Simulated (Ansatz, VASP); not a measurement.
# Al: VASP beside Ansatz

The input INCAR:

```
PREC = Accurate ; ENCUT = 520
EDIFF = 1E-6 ; ISMEAR = 0
SIGMA = 0.1 ; LREAL = F
LASPH = T ; NELM = 100
ALGO = Fast ; ISIF = 2
LWAVE = F ; LCHARG = F
GGA = PE ; NBANDS = 10
```

Contents of KPOINTS:

```
Automatic mesh
0
Gamma
  14 14 8
```

File POSCAR:

```
Al
1.0
    2.9301284834      0.0281245535     -0.0054561634
   -1.4407076638      2.4953715788      0.0109362484
   -0.0094416890      0.0164012845      5.0128068315
Al
2
Direct
    0.7077233409      0.3538616655      0.7500000000
    0.2922766591      0.6461383345      0.2500000000
```

Input for Ansatz:

```yaml
crystal:
  lattice:
    - [2.9301284834, 0.0281245535, -0.0054561634]
    - [-1.4407076638, 2.4953715788, 0.0109362484]
    - [-0.009441689, 0.0164012845, 5.0128068315]
  atoms:
    - { symbol: Al, position: [0.7077233409, 0.3538616655, 0.75] }
    - { symbol: Al, position: [0.2922766591, 0.6461383345, 0.25] }
basis:
  ecutwfc: 420
kpoints:
  mp_grid: { grid: [14, 14, 8] }
hamiltonian:
  xc: pbe
scf:
  occupations: { method: gaussian, width: 0.1 }
output:
  forces: true
  stress: true
  eigenvalues: true
```

Alike in both runs: task single point; functional PBE; k mesh 14 × 14 × 8; occupations gaussian, width 0.1 eV; no spin polarisation.

|  | VASP | Ansatz |
| --- | --- | --- |
| version | VASP 6.6.1 | Ansatz 0.2.0 |
| potentials or method | VASP PAW PBE potentials, release 64 (Al) | scalar-relativistic, plane waves, PAW |
| plane-wave cutoff (eV) | 520 | 420 |
| valence electrons in the cell | 6 | 6 |

|  | VASP | Ansatz | Ansatz less VASP |
| --- | --- | --- | --- |
| gap on the k mesh at the Fermi level (eV) | none | none | - |
| pressure (GPa) | -5.7 | -5.7 | +0.02 |
| largest component of the traceless stress (GPa) | 0.53 | 0.53 | -0.001 |
| rms of the force components (eV/Å) | 0.071 | 0.072 | +0.0004 |

Atom by atom the forces differ by 0.000 eV/Å (rms over components). A gap of «none» marks a metal or a gap that the smearing closes. Ansatz warned: «near_symmetry_operations_not_taken».
